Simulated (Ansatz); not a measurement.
# Where Si_C puts its levels in the gap of SiC (F-43m)

Aim: at which Fermi levels does Si_C in SiC (F-43m) change its charge? The model is a cell of 54 host atoms with 1 C taken out and 1 Si put in.

Program: Ansatz 0.2.0. Level of theory: place-levels on r2SCAN runs: charge-transition levels and formation energies with image-charge correction and potential alignment at the atomic sites. Results are calculated unless marked as measured.

**What experiment says.**

“Insight into the structural, elastic and electronic properties of a new orthorhombic 6O-SiC polytype” (2020, pmc:7200658) quotes from earlier work for SiC, cubic 3C zincblende (literature value): band gap (indirect gap) 2.4 eV [literature value; measurement temperature and method not stated].

## (1) The starting structure

The cell holds 54 atoms: 28 Si and 26 C. Its edges and angles: a = 9.242 Å, b = 9.242 Å, c = 9.242 Å, α = 60.0°, β = 60.0°, γ = 60.0°. It derives from SiC (space group F-43m). Nearest the centre at fractional (0.417, 0.417, 0.417): Si28 at 0.00 Å, Si29 at 1.89 Å, Si45 at 1.89 Å, Si33 at 1.89 Å, Si27 at 1.89 Å, C46 at 3.08 Å, C34 at 3.08 Å, C30 at 3.08 Å.

Screening for the image-charge correction: ε∞ = 7.01, ε0 = 10.34, computed on the host (DFPT, PBEsol, on the LDA cell), and a cell off the functional's own equilibrium shifts the ionic part.

The cell's shortest repeat is 9.2 Å.

## (2) What was run first

Levels follow from differences of total energies between charge states, each relaxed by itself.

Random displacements of about 0.05 Å break the site symmetry at the start, so that the relaxation can reach a distorted minimum if there is one. Forces are taken on a 2×2×2 shifted mesh. The cell holds 2 electrons more than the neutral one, with a uniform background that keeps it neutral on the whole.

The sampling was tested on the host first: at the k-points planned (1x1x1 shifted 0.25 0.25 0.25) its energy lies 0.119 eV an atom from the dense-mesh value, so the final energies take a denser sampling.

One state's input; the others differ in charge, spin, start and seed, and in occupations where the table says so.

File qm2.relax/input.yaml:

```yaml
crystal:
  lattice:
    - [0.0, 6.53484224, 6.53484224]
    - [6.53484224, 0.0, 6.53484224]
    - [6.53484224, 6.53484224, 0.0]
  atoms:
    - { symbol: Si, position: [0.0, 0.0, 0.0] }
    - { symbol: C, position: [0.08333333, 0.08333333, 0.08333333] }
[... 7 atom lines left out ...]
    - { symbol: C, position: [0.08333333, 0.41666667, 0.41666667] }
[... 1 atom line left out ...]
    - { symbol: C, position: [0.08333333, 0.41666667, 0.75] }
[... 3 atom lines left out ...]
    - { symbol: C, position: [0.08333333, 0.75, 0.41666667] }
[... 5 atom lines left out ...]
    - { symbol: C, position: [0.41666667, 0.08333333, 0.41666667] }
[... 1 atom line left out ...]
    - { symbol: C, position: [0.41666667, 0.08333333, 0.75] }
[... 1 atom line left out ...]
    - { symbol: C, position: [0.41666667, 0.41666667, 0.08333333] }
    - { symbol: Si, position: [0.33333333, 0.33333333, 0.33333333] }
    - { symbol: Si, position: [0.41666667, 0.41666667, 0.41666667] }
    - { symbol: Si, position: [0.33333333, 0.33333333, 0.66666667] }
    - { symbol: C, position: [0.41666667, 0.41666667, 0.75] }
[... 1 atom line left out ...]
    - { symbol: C, position: [0.41666667, 0.75, 0.08333333] }
    - { symbol: Si, position: [0.33333333, 0.66666667, 0.33333333] }
    - { symbol: C, position: [0.41666667, 0.75, 0.41666667] }
    - { symbol: Si, position: [0.33333333, 0.66666667, 0.66666667] }
[... 4 atom lines left out ...]
    - { symbol: C, position: [0.75, 0.08333333, 0.41666667] }
[... 3 atom lines left out ...]
    - { symbol: C, position: [0.75, 0.41666667, 0.08333333] }
    - { symbol: Si, position: [0.66666667, 0.33333333, 0.33333333] }
    - { symbol: C, position: [0.75, 0.41666667, 0.41666667] }
    - { symbol: Si, position: [0.66666667, 0.33333333, 0.66666667] }
[... 3 atom lines left out ...]
    - { symbol: Si, position: [0.66666667, 0.66666667, 0.33333333] }
[... 2 atom lines left out ...]
    - { symbol: C, position: [0.75, 0.75, 0.75] }
  host:
    repeats: [3, 3, 3]
    atoms:
      - { symbol: Si, position: [0.0, 0.0, 0.0] }
      - { symbol: C, position: [0.25, 0.25, 0.25] }
total_charge: -2
basis:
  ecutwfc: 500
  xc_grid: 2
hamiltonian:
  xc: r2scan
kpoints:
  mp_grid: { grid: [2, 2, 2], shift: [0.5, 0.5, 0.5] }
scf:
  occupations: { method: fixed }
  max_iter: 100
output:
  forces: true
  charged_corrections:
    epsilon: 7.01
    static_epsilon: 10.34
    defect_position: [0.416667, 0.416667, 0.416667]
relax:
  f_tol: 0.02
  max_steps: 80
  random_displacement: { amplitude: 0.05, seed: 5663 }
checkpoint:
  write: "../qm2.relax.run"
  compress: false
  write_wavefunctions: true
  write_every: 100000
```

Launch:

```bash
ansatz run input.yaml --threads 4 --pin off --max-ram 7536MiB --backend cpu --events-out ev --progress --plain --runs-dir out
```

The run of this state that the levels use, under r2SCAN:

File qm2.point/input.yaml:

```yaml
crystal:
  checkpoint: "../qm2.relax.run"
  host: checkpoint
total_charge: -2
basis:
  ecutwfc: 500
  xc_grid: 2
hamiltonian:
  xc: r2scan
kpoints:
  mp_grid: { grid: [2, 2, 2], shift: [0.5, 0.5, 0.5] }
scf:
  occupations: { method: fixed }
  max_iter: 100
output:
  forces: true
  eigenvalues: true
  charged_corrections:
    epsilon: 7.01
    static_epsilon: 10.34
    defect_position: [0.416667, 0.416667, 0.416667]
  eigenstates: { localisation: true }
  populations: true
  band_densities: [{ bands: [v1, v1] }, { bands: [c1, c1] }]
  write_density: true
  write_potential: true
  volumetric_format: npy
checkpoint:
  read: "../qm2.relax.run"
  write: "../qm2.point.run"
  compress: false
  write_wavefunctions: false
  write_every: 100000
```

Relaxations under r2SCAN at a 2×2×2 shifted mesh; times on 4 threads of Arm Neoverse V1, shared host:

```tsv
charge	moment (μB)	occupations	outcome	steps	largest displacement against the far atoms (Å)	time
−2	0	fixed	converged	7	0.26	2.7 min
−1	1	fixed	converged	6	0.25	6.2 min
0	0	fixed	converged	5	0.24	2 min
+1	1	fixed	converged	6	0.27	7.1 min
+2	0	fixed	converged	11	0.30	4.2 min
−2	2	fixed	converged	8	0.28	7.8 min
+2	2	fixed	converged	6	0.30	6.2 min
```

Single points under r2SCAN at a 2×2×2 shifted mesh; times on 4 threads of Arm Neoverse V1, shared host:

```tsv
charge	moment (μB)	occupations	outcome	time
−2	0	fixed	converged	25 s
−1	1	fixed	converged	61 s
0	0	fixed	converged	24 s
+1	1	fixed	converged	58 s
+2	0	fixed	converged	22 s
−2	2	fixed	converged	59 s
+2	2	fixed	converged	52 s
```

Distances (Å) from Si28 to the nearest atoms after relaxation with r2SCAN:

```tsv
charge	moment (μB)	1.	2.	3.	4.	5.	6.
−2	0	Si 2.13	Si 2.13	Si 2.13	Si 2.14	C 3.12	C 3.12
−2	2	Si 2.13	Si 2.13	Si 2.13	Si 2.14	C 3.11	C 3.12
−1	1	Si 2.13	Si 2.13	Si 2.13	Si 2.13	C 3.13	C 3.13
0	0	Si 2.12	Si 2.12	Si 2.12	Si 2.12	C 3.13	C 3.13
+1	1	Si 2.13	Si 2.15	Si 2.16	Si 2.17	C 3.11	C 3.11
+2	0	Si 2.13	Si 2.18	Si 2.18	Si 2.22	C 3.09	C 3.09
+2	2	Si 2.18	Si 2.18	Si 2.18	Si 2.19	C 3.12	C 3.12
```

## (3) Placing the levels, r2SCAN

A charged cell interacts with its images and the background, and its potential has another zero than the host's. place-levels removes the first by a point-charge model, screened by the static dielectric constant since the ions have relaxed around the charge, and the second by comparing potentials at atoms far from the defect.

The host is a run of the defect-free crystal in the same cutoffs, grids and k-points, so that basis and sampling errors cancel in part in the differences. The host is run in a cell of 2 atoms on a matching mesh. Its band edges are searched through the zone by a band path, so the gap is smaller than, or equal to, that on the mesh. Chemical potentials are energies per atom of C (diamond) and Si (diamond), run with the same functional and cutoff. Carbon is taken as diamond, which semilocal functionals can put about 0.1 eV an atom over graphite.

File levels.point.yaml:

```yaml
host:
  run: host.point.run
states: [qm2.point.run, qm1_M1.point.run, q0.point.run, qp1_M1.point.run, qp2.point.run, qm2_M2.point.run, qp2_M2.point.run]
geometry_from:
  qm2.point.run: qm2.relax.run
  qm1_M1.point.run: qm1_M1.relax.run
  q0.point.run: q0.relax.run
  qp1_M1.point.run: qp1_M1.relax.run
  qp2.point.run: qp2.relax.run
  qm2_M2.point.run: qm2_M2.relax.run
  qp2_M2.point.run: qp2_M2.relax.run
  host.point.run: host.relax.run
chemical_potentials:
  C:
    energy: -251.555749
    dataset: <sha256 of the dataset>
  Si:
    energy: -639.066011
    dataset: "<sha256 of the dataset>"
epsilon: 7.01
static_epsilon: 10.34
vertical:
  - { from: qm2.point.run, to: qm2.point_neutral.run }
  - { from: qm1_M1.point.run, to: qm1_M1.point_neutral.run }
  - { from: qp1_M1.point.run, to: qp1_M1.point_neutral.run }
  - { from: qp2.point.run, to: qp2.point_neutral.run }
  - { from: qm2_M2.point.run, to: qm2_M2.point_neutral.run }
  - { from: qp2_M2.point.run, to: qp2_M2.point_neutral.run }
```

Launch:

```bash
ansatz place-levels levels.point.yaml -- --threads 4 --pin off --max-ram 7536MiB
```

Numbers of over 12 decimals in the logs are rounded to 6 here.

The program printed:

```text
[... repeated set-up lines and file paths are left out, and long positions are rounded to six places ...]
(+2/+1) 0.078 eV beneath the valence edge (-0.201 eV without the band-filling correction), in the valence band
(+1/0) 0.317 eV above the valence edge, 1.395 eV under the conduction edge
(0/-1) 1.770 eV above the valence edge (+2.403 eV without the band-filling correction), in the conduction band; not on the lower envelope
(-1/-2) 1.752 eV above the valence edge (+2.776 eV without the band-filling correction), in the conduction band; not on the lower envelope
(0/-2) 1.761 eV above the valence edge (+2.589 eV without the band-filling correction), in the conduction band: charges between them are lowest nowhere
formation energy of charge +2: +4.670 eV with the Fermi level at the valence edge
formation energy of charge +1: +4.592 eV with the Fermi level at the valence edge
formation energy of charge 0: +4.910 eV with the Fermi level at the valence edge
formation energy of charge -1: +6.679 eV with the Fermi level at the valence edge
formation energy of charge -2: +8.432 eV with the Fermi level at the valence edge
vertical -2 to 0: no energy, since no alignment is typed
  the change from vertical[0].from (qm2.point.run) to vertical[0].to (qm2.point_neutral.run): by its potential at epsilon 7.01 it stands at 0.233 0.234 0.234, with an rms radius of about 5.2 Å (3.0 3.0 3.0 Å across the planes of the cell's vectors); [...]
vertical -1 to 0: no energy, since no alignment is typed
  the change from vertical[1].from (qm1_M1.point.run) to vertical[1].to (qm1_M1.point_neutral.run): by its potential at epsilon 7.01 it stands at 0.236 0.235 0.236, with an rms radius of about 5.2 Å (3.0 3.0 3.0 Å across the planes of the cell's vectors); [...]
vertical +1 to 0: no energy, since no alignment is typed
  the change from vertical[2].from (qp1_M1.point.run) to vertical[2].to (qp1_M1.point_neutral.run): by its potential at epsilon 7.01 it stands at 0.418 0.407 0.400, with an rms radius of about 2.5 Å (1.6 1.5 1.2 Å across the planes of the cell's vectors); [...]
vertical +2 to 0: no energy, since no alignment is typed
  the change from vertical[3].from (qp2.point.run) to vertical[3].to (qp2.point_neutral.run): by its potential at epsilon 7.01 it stands at 0.399 0.401 0.418, with an rms radius of about 2.7 Å (1.4 1.4 1.8 Å across the planes of the cell's vectors); [...]
vertical -2 to 0: no energy, since no alignment is typed
  the change from vertical[4].from (qm2_M2.point.run) to vertical[4].to (qm2_M2.point_neutral.run): by its potential at epsilon 7.01 it stands at 0.215 0.250 0.223, with an rms radius of about 4.5 Å (2.6 2.5 2.6 Å across the planes of the cell's vectors); [...]
vertical +2 to 0: no energy, since no alignment is typed
  the change from vertical[5].from (qp2_M2.point.run) to vertical[5].to (qp2_M2.point_neutral.run): by its potential at epsilon 7.01 it stands at 0.397 0.396 0.397, with an rms radius of about 2.1 Å (1.2 1.2 1.2 Å across the planes of the cell's vectors); [...]
  edges by r2scan, gap 1.712 eV; the host is sampled to repeats of 18.48 Å
  the defect's cells are sampled to repeats of 18.48 Å, like sampling
  charge +2: -24467.4844 eV with its correction of +1.043 eV, at epsilon 10.34, aligned at sites: +0.0327 eV, mean over 19 atomic sites at or beyond 4.62 Å from the defect at [0.4167, 0.4167, 0.4167], with +0.000000 for the charge's moments and without [...]
  charge +1: -24458.3110 eV with its correction of +0.340 eV, at epsilon 10.34, aligned at sites: +0.0957 eV, mean over 19 atomic sites at or beyond 4.62 Å from the defect at [0.4167, 0.4167, 0.4167], with +0.000000 for the charge's moments and without [...]
  charge 0: +0.000 eV for its dipole among its images, +0.000 omitted
  charge -1: -24436.8415 eV with its correction of +0.024 eV, at epsilon 10.34, aligned at sites: +0.2198 eV, mean over 19 atomic sites at or beyond 4.62 Å from the defect at [0.4167, 0.4167, 0.4167], with +0.000000 for the charge's moments and without [...]
  charge -2: -24424.6911 eV with its correction of +0.405 eV, at epsilon 10.34, aligned at sites: +0.2860 eV, mean over 19 atomic sites at or beyond 4.62 Å from the defect at [0.4167, 0.4167, 0.4167], with +0.000000 for the charge's moments and without [...]
  charge +2: states[4] (qp2.point.run) stands 0.020 eV higher, with a moment of 0.00 μB against 2.00
  charge -2: states[5] (qm2_M2.point.run) stands 0.809 eV higher, with a moment of 2.00 μB against 0.00
  of states[6] (qp2_M2.point.run): it parts from the run that its charge is read beside by 2 carriers, of which the mean alone is read, by its potential at epsilon 7.01, taken for that of held ions (one typed too small widens it): that is narrow, but one of [...]
  of states[3] (qp1_M1.point.run): it parts from the run at its places by a charge that spreads by about 1.6 Å along one vector (1.3 Å or more is wide), by its potential at epsilon 7.01, taken for that of held ions (one typed too small widens it), where the [...]
  of states[2] (q0.point.run): its alignment with the host at atomic sites is doubtful: the mean over the far sites moves by +0.1525 eV from their farther parts to their nearer, more than 0.05 eV. [...]
  of states[1] (qm1_M1.point.run): it parts from the run at its places by a charge that spreads by about 3 Å along one vector (1.3 Å or more is wide), by its potential at epsilon 7.01, taken for that of held ions (one typed too small widens it), where the [...]
  of states[0] (qm2.point.run): it parts from the run at its places by a charge that spreads by about 3 Å along one vector (1.3 Å or more is wide), by its potential at epsilon 7.01, taken for that of held ions (one typed too small widens it), where the cell [...]
  of states[4] (qp2.point.run): it parts from the run at its places by a charge that spreads by about 1.8 Å along one vector (1.3 Å or more is wide), by its potential at epsilon 7.01, taken for that of held ions (one typed too small widens it), where the cell [...]
  of states[5] (qm2_M2.point.run): it parts from the run at its places by a charge that spreads by about 2.6 Å along one vector (1.3 Å or more is wide), by its potential at epsilon 7.01, taken for that of held ions (one typed too small widens it), where the [...]
  of vertical[0].from (qm2.point.run): it parts from the run at its places by a charge that spreads by about 3 Å along one vector (1.3 Å or more is wide), by its potential at epsilon 7.01, taken for that of held ions (one typed too small widens it), where the [...]
  of vertical[1].from (qm1_M1.point.run): stability_check_not_made; [...]
  of vertical[2].from (qp1_M1.point.run): band_overlap_at_count; stability_check_not_made; of the run under geometry_from: band_overlap_at_count; [...]
  of vertical[3].from (qp2.point.run): band_overlap_at_count; of the run under geometry_from: band_overlap_at_count; [...]
  of vertical[4].from (qm2_M2.point.run): its moments are held at its close (magnetization.spin_locking), by a field of 0.480 eV a Bohr magneton, and its energy and levels are of the state that this holds: a run that lets them go can end lower; [...]
  of vertical[5].from (qp2_M2.point.run): stability_check_not_made; [...]
```

The job ended after 0.83 s (4 threads of Arm Neoverse V1, shared host).

Under r2SCAN the gap is 1.71 eV, (+2/+1) -0.08 (outside the gap) (with band filling), (+1/0) 0.32, (0/−1) 1.77 (outside the gap) (with band filling), (−1/−2) 1.75 (outside the gap) (with band filling) eV.

Levels between the charges placed, in eV above the valence top:

```tsv
	gap (eV)	(+2/+1)	(+1/0)	(0/−1)	(−1/−2)
r2SCAN	1.71	-0.08	0.32	1.77	1.75
```

Corrections by state:

```tsv
charge	moment (μB)	image terms and alignment (eV)	band filling (eV)	ε used	over the lowest of its charge, as the program ranks them, band filling apart (eV)
+2	2.0	1.043	-0.124	10.34	0.000
+1	1.0	0.340	-	10.34	0.000
0	0.0	0.000	-	-	0.000
−1	1.0	0.024	-0.633	10.34	0.000
−2	0.0	0.405	-1.656	10.34	0.000
+2	0.0	1.018	-	10.34	0.020
−2	2.0	0.391	-	10.34	0.809
```

The charged structures listed were also run neutral, and place-levels reads from each pair, by the potential or the spins, how wide the charge is by which they differ; that can be the carrier of either run.

```tsv
charge	rms radius (Å)	spread where it is widest against the cell (Å)	wide from (Å)	reading
+2	2.1	1.24	1.31	narrow
+1	2.5	1.63	1.31	wide
−1	5.2	3.00	1.31	wide
−2	5.2	3.01	1.31	wide
```

The neutral runs of these pairs need not share the spin of the lowest neutral state, and very wide values only mean spread over the cell.

From the program's caveats on the states, each cut to its opening words:

- charge +2 (2 μB): it parts from the run that its charge is read beside by 2 carriers, of which the mean alone is read, by its potential at epsilon 7.01, taken for that of held [...]
- charge +2 (2 μB): a band-filling correction moves a carrier to the host's band edge, which changes its energy by -0.124 eV
- charge +2 (2 μB): its alignment with the host at atomic sites is doubtful: the mean over the far sites moves by -0.1204 eV from their farther parts to their nearer, more than [...]
- charge +2 (2 μB), +1 (1 μB), −1 (1 μB), −2 (2 μB): flagged: stability check not made
- charge +1 (1 μB): it parts from the run at its places by a charge that spreads by about 1.6 Å along one vector (1.3 Å or more is wide), by its potential at epsilon 7.01, taken [...]
- charge +1 (1 μB), +2, −2 (2 μB): filled levels lie above empty ones at the fixed electron count
- charge 0: its alignment with the host at atomic sites is doubtful: the mean over the far sites moves by +0.1525 eV from their farther parts to their nearer, more than [...]
- charge −1 (1 μB), −2: it parts from the run at its places by a charge that spreads by about 3 Å along one vector (1.3 Å or more is wide), by its potential at epsilon 7.01, taken for [...]
- charge −1 (1 μB): a band-filling correction moves a carrier to the host's band edge, which changes its energy by -0.633 eV
- charge −1 (1 μB): its alignment with the host at atomic sites is doubtful: the mean over the far sites moves by +0.1247 eV from their farther parts to their nearer, more than [...]
- charge −2: a band-filling correction moves a carrier to the host's band edge, which changes its energy by -1.656 eV
- charge −2: its alignment with the host at atomic sites is doubtful: the mean over the far sites moves by +0.0967 eV from their farther parts to their nearer, more than [...]
- charge +2: it parts from the run at its places by a charge that spreads by about 1.8 Å along one vector (1.3 Å or more is wide), by its potential at epsilon 7.01, taken [...]
- charge +2: its alignment with the host at atomic sites is doubtful: the mean over the far sites moves by -0.0938 eV from their farther parts to their nearer, more than [...]

The host's formation energy from the elements is -0.356 eV per atom; it sets how far the chemical potentials can move.

Limit set by the element alone; other compounds of these elements are not counted. Chemical potentials from the elements' reference states: C 0.00 eV, Si -0.71 eV. Formation energies (C-rich), with the Fermi level at the valence top and at the conduction bottom (gap 1.71 eV):

```tsv
charge	at valence top (eV)	at conduction bottom (eV)	correction included (eV)
+2	5.38	8.81	0.92
+1	5.30	7.02	0.34
0	5.62	5.62	0.00
−1	7.39	5.68	-0.61
−2	9.14	5.72	-1.25
```

```csv
Fermi level (eV),lowest formation energy (eV)
0.00,5.30
0.16,5.46
0.31,5.62
0.47,5.62
0.62,5.62
0.78,5.62
0.93,5.62
1.09,5.62
1.25,5.62
1.40,5.62
1.56,5.62
1.71,5.62
```

Limit set by the element alone; other compounds of these elements are not counted. Chemical potentials from the elements' reference states: Si 0.00 eV, C -0.71 eV. Formation energies (Si-rich), with the Fermi level at the valence top and at the conduction bottom (gap 1.71 eV):

```tsv
charge	at valence top (eV)	at conduction bottom (eV)	correction included (eV)
+2	3.96	7.38	0.92
+1	3.88	5.59	0.34
0	4.20	4.20	0.00
−1	5.97	4.25	-0.61
−2	7.72	4.29	-1.25
```

| Fermi level (eV) | lowest formation energy (eV) |
| --- | --- |
| 0.00 | 3.88 |
| 0.16 | 4.04 |
| 0.31 | 4.19 |
| 0.47 | 4.20 |
| 0.62 | 4.20 |
| 0.78 | 4.20 |
| 0.93 | 4.20 |
| 1.09 | 4.20 |
| 1.25 | 4.20 |
| 1.40 | 4.20 |
| 1.56 | 4.20 |
| 1.71 | 4.20 |

(Part 1 of 2 ends here.)

[Logs are printed without paths, hosts, clocks, repeated set-up lines and the standing remarks that a program may print on its own settings, such as how far it seeks lower states.]

[Hosts, paths, dates, database ids (printed as entryN), source tags and the programs' standing remarks are cut or masked in the printed files.]

[Where a table of states has a column of steps, it counts the stored structures, which are thinned; the runs took as many ionic steps or more.]

[A defect's name tells the site on which it was built; relaxed atoms can leave that site.]

[For some hosts the program warned that the k-mesh of the response run may be too coarse for force constants and the static dielectric constant; such warnings are not shown here.]
